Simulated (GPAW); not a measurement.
AlN (P6_3mc), Al K edge of atom 1, with 4 N at 1.89 Å (tetrahedral, site symmetry 3m). Method: GPAW, PBE, full core hole (charged cell), 16-atom cell with 5.9 Å between holes, 5×5×5 k points, dipole transitions, Gaussian full width 0.9 eV up to 4 eV, rising linearly to 3.5 eV at 25 eV.

```
Al N
1.0
     3.11300    0.00000    0.00000
    -1.55650    2.69594    0.00000
     0.00000    0.00000    4.98100
Al N
2 2
Cartesian
  1.5565 0.8986 2.4905
  0.0000 1.7973 0.0000
  1.5565 0.8986 4.3833
  0.0000 1.7973 1.8928
```

Energy from the lowest empty level; a common scale on which the isotropic spectrum has a mean of 1 over the first 20 eV.

```
E (eV)  curve 1  curve 2
  -2.0     0.00     0.00
  -1.0     0.00     0.00
   0.0     0.02     0.01
   1.0     0.61     0.79
   2.0     1.73     1.59
   3.0     1.19     0.66
   4.0     1.06     0.46
   5.0     2.01     1.01
   6.0     0.98     1.96
   7.0     0.74     2.77
   8.0     0.70     1.55
   9.0     0.84     0.83
  10.0     1.64     0.86
  11.0     1.82     0.85
  12.0     1.07     0.63
  13.0     0.57     0.46
  14.0     0.63     0.50
  15.0     0.73     0.60
  16.0     0.72     0.73
  17.0     0.73     0.99
  18.0     0.81     1.18
  19.0     0.82     1.07
  20.0     0.71     0.81
  21.0     0.58     0.62
  22.0     0.46     0.50
  23.0     0.41     0.42
  24.0     0.46     0.42
  25.0     0.62     0.49
  26.0     0.82     0.62
  27.0     0.91     0.72
```

The database entry behind the starting cell differs from later determinations by our own check (inner coordinate u about 0.002 short), so it need not match the best structure at ambient conditions.

Question: The curves are for the electric vector along different Cartesian axes of the cell as given, averaged over the symmetry-equivalent atoms. Which is which?

Curve 1: along z (c), main maxima 2.3 eV (1.83), 4.9 eV (2.05) and 10.6 eV (1.90). Curve 2: along x (⊥ c) (the other in-plane axis gives the same curve within 3 %), main maxima 1.7 eV (1.72), 6.9 eV (2.80) and 18.1 eV (1.18). A K edge sees empty p states on the absorber. Each direction probes the empty orbitals that point along it. The holes are only 5.9 Å apart, so the shape is probably not converged with cell size; no larger cell was run here. The mesh is coarse (0.27 Å⁻¹ between points), so small maxima may be mesh ripples.

[Banner, clock and machine lines of the logs are left out without a mark of their own.]

[Logs are printed without paths, hosts, clocks, repeated set-up lines and the standing remarks that a program may print on its own settings, such as how far it seeks lower states.]

[Hosts, paths, dates, database ids (printed as entryN), source tags and the programs' standing remarks are cut or masked in the printed files.]

[Lists of maxima count a maximum above −3 eV only where it reaches 4 % of the highest in the window and stands out from its surroundings by 2 % of it (1.5 % where it reaches 55 %); shoulders and weaker maxima are passed over, and of the rest the first, up to two pre-edge ones and the few strongest are named.]
